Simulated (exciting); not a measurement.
**Sc: equation of state with PBE**

The system is Sc.

```xyz
1
Lattice="0.0000 2.2600 2.2600 2.2600 0.0000 2.2600 2.2600 2.2600 0.0000" Properties=species:S:1:pos:R:3 pbc="T T T"
Sc    0.0000    0.0000    0.0000
```

This isn't the form of Sc at room conditions, which is hcp.

```
Program                                  : exciting (release sodium)
Task                                     : equation of state
Functional                               : PBE
Potentials or basis                      : all-electron LAPW+lo, shipped species files, valence relativity iora*
rgkmax                                   : 9
k mesh                                   : 10 × 10 × 10
Occupations                              : fermi-dirac, width 0.05 eV
Spin                                     : no spin polarisation
gmaxvr (cutoff of density and potential) : 14 1/bohr
lmaxapw (and lmaxmat)                    : 10
lmaxvr                                   : 8
nempty                                   : 12
Valence relativity                       : iora*
Muffin-tin radii                         : Sc 2.0 bohr
```

```json
{
 "Equilibrium volume": "outside the volumes run"
}
```

Energy against volume, from the lowest point:
```csv
volume (Å³/atom),energy (meV/atom)
21.701,68.89
22.163,47.76
22.625,30.85
23.086,17.97
23.548,8.64
24.010,2.81
24.472,0.00
```

Caveat: the minimum lies outside the volumes run.
